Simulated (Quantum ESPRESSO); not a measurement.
**How AlAs absorbs and reflects light**

Wanted: where AlAs starts to absorb, how strongly, and its refractive index.

Program: Quantum ESPRESSO 7.5. Level of theory: DFT, PBE, plane waves with norm-conserving potentials (PseudoDojo), scalar-relativistic, independent-particle optical response without local fields and without the non-local commutator. Results are calculated unless marked as measured.

### 1. The starting structure

It takes space group F-43m (No. 216, cubic). Conventional cell: a = 5.661 Å, b = 5.661 Å, c = 5.661 Å, α = 90.00°, β = 90.00°, γ = 90.00°. Nearest to As lie 4 Al at 2.45 Å. Nearest to Al lie 4 As at 2.45 Å. Farther neighbours are not listed.

### 2. Ground state

The self-consistent density comes first; it also tells whether there is a gap, which decides the occupations and the need for a Drude term.

This step: DFT, PBE, plane waves with norm-conserving potentials (PseudoDojo), scalar-relativistic, ground state (Quantum ESPRESSO 7.5).

Contents of scf.in:

```
&control
  calculation = 'scf'
  prefix = 'x'
  outdir = './tmp'
  pseudo_dir = './'
  verbosity = 'high'
/
&system
  ibrav = 0
  nat = 2
  ntyp = 2
  ecutwfc = 70
  occupations = 'smearing'
  smearing = 'fd'
  degauss = 0.003675
  nbnd = 13
/
&electrons
  conv_thr = 1e-09
  electron_maxstep = 100
/
ATOMIC_SPECIES
  As 1.0 As.upf
  Al 1.0 Al.upf
CELL_PARAMETERS angstrom
  0.000000000000 2.830400000000 2.830400000000
  2.830400000000 0.000000000000 2.830400000000
  2.830400000000 2.830400000000 0.000000000000
ATOMIC_POSITIONS crystal
  As 0.750000000000 0.750000000000 0.750000000000
  Al 0.000000000000 0.000000000000 0.000000000000
K_POINTS automatic
  7 7 7 0 0 0
```

Command:

```sh
$ mpirun -n 4 pw.x -nk 4 -in scf.in
```

Log:

```text
for quantum simulation of materials; please cite

     using ibrav=0 with symmetry is DISCOURAGED, use correct ibrav instead

     G-vector sticks info
     --------------------
     sticks:   dense  smooth     PW     G-vecs:    dense   smooth      PW
     Sum        1111    1111    313                24213    24213    3839

     Using Slab Decomposition

     bravais-lattice index     =            0
     lattice parameter (alat)  =       7.5642  a.u.
     unit-cell volume          =     306.0343 (a.u.)^3
     number of atoms/cell      =            2
     number of atomic types    =            2
     number of electrons       =        18.00
     number of Kohn-Sham states=           13
     kinetic-energy cutoff     =      70.0000  Ry
     charge density cutoff     =     280.0000  Ry
     scf convergence threshold =      1.0E-09
     mixing beta               =       0.7000
     number of iterations used =            8  plain     mixing
     Exchange-correlation= PBE
                           (   1   4   3   4   0   0   0)

     celldm(1)=   7.564177  celldm(2)=   0.000000  celldm(3)=   0.000000
     celldm(4)=   0.000000  celldm(5)=   0.000000  celldm(6)=   0.000000

     crystal axes: (cart. coord. in units of alat)
               a(1) = (   0.000000   0.707107   0.707107 )
               a(2) = (   0.707107   0.000000   0.707107 )
               a(3) = (   0.707107   0.707107   0.000000 )

     reciprocal axes: (cart. coord. in units 2 pi/alat)
               b(1) = ( -0.707107  0.707107  0.707107 )
               b(2) = (  0.707107 -0.707107  0.707107 )
               b(3) = (  0.707107  0.707107 -0.707107 )

     ./As.upf
     Pseudo is Norm-conserving + core correction, Zval = 15.0
     Generated using ONCVPSP code by D. R. Hamann
     Using radial grid of 1358 points,  6 beta functions with:
                l(1) =   0
                l(2) =   0
                l(3) =   1
                l(4) =   1
                l(5) =   2
                l(6) =   2

     ./Al.upf
     Pseudo is Norm-conserving + core correction, Zval =  3.0
     Generated using ONCVPSP code by D. R. Hamann
     Using radial grid of 1876 points,  6 beta functions with:
                l(1) =   0
                l(2) =   0
                l(3) =   1
                l(4) =   1
                l(5) =   2
                l(6) =   2

     atomic species   valence    mass     pseudopotential
     As               15.00     1.00000     As( 1.00)
     Al                3.00     1.00000     Al( 1.00)

     24 Sym. Ops. (no inversion) found

                                    s                        frac. trans.

     [... symmetry matrices left out ...]
   Cartesian axes

     site n.     atom                  positions (alat units)
         1        As     tau(   1) = (   1.0606602   1.0606602   1.0606602  )
         2        Al     tau(   2) = (   0.0000000   0.0000000   0.0000000  )

   Crystallographic axes

     site n.     atom                  positions (cryst. coord.)
         1        As     tau(   1) = (  0.7500000  0.7500000  0.7500000  )
         2        Al     tau(   2) = (  0.0000000  0.0000000  0.0000000  )

     number of k points=    20  Fermi-Dirac smearing, width (Ry)=  0.0037
                       cart. coord. in units 2pi/alat
        k(    1) = (   0.0000000   0.0000000   0.0000000), wk =   0.0058309
        k(    2) = (   0.1010153   0.1010153  -0.1010153), wk =   0.0466472
        k(    3) = (   0.2020305   0.2020305  -0.2020305), wk =   0.0466472
        k(    4) = (   0.3030458   0.3030458  -0.3030458), wk =   0.0466472
        k(    5) = (   0.2020305  -0.0000000   0.0000000), wk =   0.0349854
        k(    6) = (   0.3030458   0.1010153  -0.1010153), wk =   0.1399417
        k(    7) = (   0.4040610   0.2020305  -0.2020305), wk =   0.1399417
        k(    8) = (  -0.2020305  -0.4040610   0.4040610), wk =   0.1399417
        k(    9) = (  -0.1010153  -0.3030458   0.3030458), wk =   0.1399417
        k(   10) = (  -0.0000000  -0.2020305   0.2020305), wk =   0.0699708
        k(   11) = (   0.4040610  -0.0000000   0.0000000), wk =   0.0349854
        k(   12) = (   0.5050763   0.1010153  -0.1010153), wk =   0.1399417
        k(   13) = (  -0.1010153  -0.5050763   0.5050763), wk =   0.1399417
        k(   14) = (   0.0000000  -0.4040610   0.4040610), wk =   0.0699708
        k(   15) = (   0.6060915  -0.0000000   0.0000000), wk =   0.0349854
        k(   16) = (  -0.0000000  -0.6060915   0.6060915), wk =   0.0699708
[...]
cryst. coord.
[...]
k(   13) = (  -0.0000000   0.2857143  -0.4285714), wk =   0.1399417
        k(   14) = (  -0.0000000   0.2857143  -0.2857143), wk =   0.0699708
        k(   15) = (   0.0000000   0.4285714   0.4285714), wk =   0.0349854
        k(   16) = (   0.0000000   0.4285714  -0.4285714), wk =   0.0699708
        k(   17) = (   0.1428571   0.2857143   0.4285714), wk =   0.1399417
        k(   18) = (   0.1428571   0.2857143  -0.4285714), wk =   0.2798834
        k(   19) = (   0.1428571   0.4285714  -0.4285714), wk =   0.1399417
        k(   20) = (   0.1428571   0.4285714  -0.2857143), wk =   0.1399417

     Dense  grid:    24213 G-vectors     FFT dimensions: (  45,  45,  45)

     Initial potential from superposition of free atoms

     starting charge      17.9973, renormalised to      18.0000
     Starting wfcs are   13 randomized atomic wfcs

     Self-consistent Calculation

     iteration #  1     ecut=    70.00 Ry     beta= 0.70
     Davidson diagonalization with overlap

            54 MiB given to the printing process from OS
            23 MiB allocation reported by mallinfo(arena+hblkhd)
------------------
     ethr =  1.00E-02,  avg # of iterations =  4.6

     Threshold (ethr) on eigenvalues was too large:
     Diagonalizing with lowered threshold

     Davidson diagonalization with overlap

            55 MiB given to the printing process from OS
            26 MiB allocation reported by mallinfo(arena+hblkhd)
------------------
     ethr =  3.53E-04,  avg # of iterations =  2.8

     total energy              =    -216.82117214 Ry
     estimated scf accuracy    <       0.06444518 Ry

     iteration #  2     ecut=    70.00 Ry     beta= 0.70
     Davidson diagonalization with overlap

            64 MiB given to the printing process from OS
            29 MiB allocation reported by mallinfo(arena+hblkhd)
------------------
     ethr =  3.58E-04,  avg # of iterations =  2.0

     total energy              =    -216.83011734 Ry
     estimated scf accuracy    <       0.00664207 Ry

     iteration #  3     ecut=    70.00 Ry     beta= 0.70
     Davidson diagonalization with overlap

            67 MiB given to the printing process from OS
            30 MiB allocation reported by mallinfo(arena+hblkhd)
------------------
     ethr =  3.69E-05,  avg # of iterations =  3.0

     total energy              =    -216.83155402 Ry
     estimated scf accuracy    <       0.00049121 Ry

     iteration #  4     ecut=    70.00 Ry     beta= 0.70
     Davidson diagonalization with overlap

            67 MiB given to the printing process from OS
            31 MiB allocation reported by mallinfo(arena+hblkhd)
------------------
     ethr =  2.73E-06,  avg # of iterations =  3.6

     total energy              =    -216.83159984 Ry
     estimated scf accuracy    <       0.00000923 Ry

     iteration #  5     ecut=    70.00 Ry     beta= 0.70
     Davidson diagonalization with overlap

            68 MiB given to the printing process from OS
            32 MiB allocation reported by mallinfo(arena+hblkhd)
------------------
     ethr =  5.13E-08,  avg # of iterations =  2.5

     total energy              =    -216.83160274 Ry
     estimated scf accuracy    <       0.00000088 Ry

     iteration #  6     ecut=    70.00 Ry     beta= 0.70
     Davidson diagonalization with overlap

            68 MiB given to the printing process from OS
            32 MiB allocation reported by mallinfo(arena+hblkhd)
------------------
     ethr =  4.87E-09,  avg # of iterations =  2.0

     total energy              =    -216.83160291 Ry
     estimated scf accuracy    <       0.00000001 Ry

     iteration #  7     ecut=    70.00 Ry     beta= 0.70
     Davidson diagonalization with overlap

            69 MiB given to the printing process from OS
            33 MiB allocation reported by mallinfo(arena+hblkhd)
------------------
     ethr =  6.36E-11,  avg # of iterations =  4.2

     total energy              =    -216.83160292 Ry
     estimated scf accuracy    <          6.9E-09 Ry

     iteration #  8     ecut=    70.00 Ry     beta= 0.70
     Davidson diagonalization with overlap

            70 MiB given to the printing process from OS
            34 MiB allocation reported by mallinfo(arena+hblkhd)
------------------
     ethr =  3.84E-11,  avg # of iterations =  2.0

     End of self-consistent calculation

          k = 0.0000 0.0000 0.0000 (  2975 PWs)   bands (ev):

   -27.9781 -27.9781 -27.9781 -27.9659 -27.9659  -5.3682   6.5019   6.5019
     6.5019   8.5468  10.8014  10.8014  10.8014

     occupation numbers
     1.0000   1.0000   1.0000   1.0000   1.0000   1.0000   1.0000   1.0000
     1.0000   0.0000   0.0000   0.0000   0.0000

          k = 0.1010 0.1010-0.1010 (  3020 PWs)   bands (ev):

   -27.9807 -27.9807 -27.9800 -27.9695 -27.9695  -5.1699   4.7891   6.2989
     6.2989   9.3275  11.1500  11.1500  11.3970

     occupation numbers
     1.0000   1.0000   1.0000   1.0000   1.0000   1.0000   1.0000   1.0000
     1.0000   0.0000   0.0000   0.0000   0.0000

          k = 0.2020 0.2020-0.2020 (  3019 PWs)   bands (ev):

   -27.9808 -27.9805 -27.9805 -27.9693 -27.9693  -4.6373   2.6148   5.9383
     5.9383   9.0082  11.4261  11.4261  13.4746

     occupation numbers
     1.0000   1.0000   1.0000   1.0000   1.0000   1.0000   1.0000   1.0000
     1.0000   0.0000   0.0000   0.0000   0.0000

          k = 0.3030 0.3030-0.3030 (  3019 PWs)   bands (ev):

   -27.9809 -27.9793 -27.9793 -27.9698 -27.9698  -4.0575   1.1535   5.7083
     5.7083   8.6893  11.2353  11.2353  14.2741

     occupation numbers
     1.0000   1.0000   1.0000   1.0000   1.0000   1.0000   1.0000   1.0000
     1.0000   0.0000   0.0000   0.0000   0.0000

     [... further k points left out ...]

     the Fermi energy is     7.2625 ev

!    total energy              =    -216.83160292 Ry
     estimated scf accuracy    <          5.8E-11 Ry
     smearing contrib. (-TS)   =      -0.00000000 Ry
     internal energy E=F+TS    =    -216.83160292 Ry

     The total energy is F=E-TS. E is the sum of the following terms:
     one-electron contribution =    -134.98544412 Ry
     hartree contribution      =      74.89470027 Ry
     xc contribution           =     -49.70213303 Ry
     ewald contribution        =    -107.03872604 Ry

     convergence has been achieved in   8 iterations

     XML data file, charge density, pseudopotentials, collected wavefunctions

                                        0.00s GPU  (     172 calls)

=------------------------------------------------------------------------------=
   JOB DONE.
=------------------------------------------------------------------------------=
```

It took 4.1 s on 4 MPI ranks of Arm Neoverse V2, shared host; peak memory 0.07 GiB.

This step gave:

- total energy: -216.8 Ry
- gap on the k-mesh: 1.550 eV
- direct gap on the mesh: 2.045 eV

There is a gap, 1.55 eV on this mesh (points off the mesh can give less), so no carriers' term is needed.

(Continued in part 2 of 3.)

[Machine, clock, banner and «Message from routine» lines are left out of the logs.]

[Logs are printed without paths, hosts, clocks, repeated set-up lines and the standing remarks that a program may print on its own settings, such as how far it seeks lower states.]

[Hosts, paths, dates, database ids (printed as entryN), source tags and the programs' standing remarks are cut or masked in the printed files.]
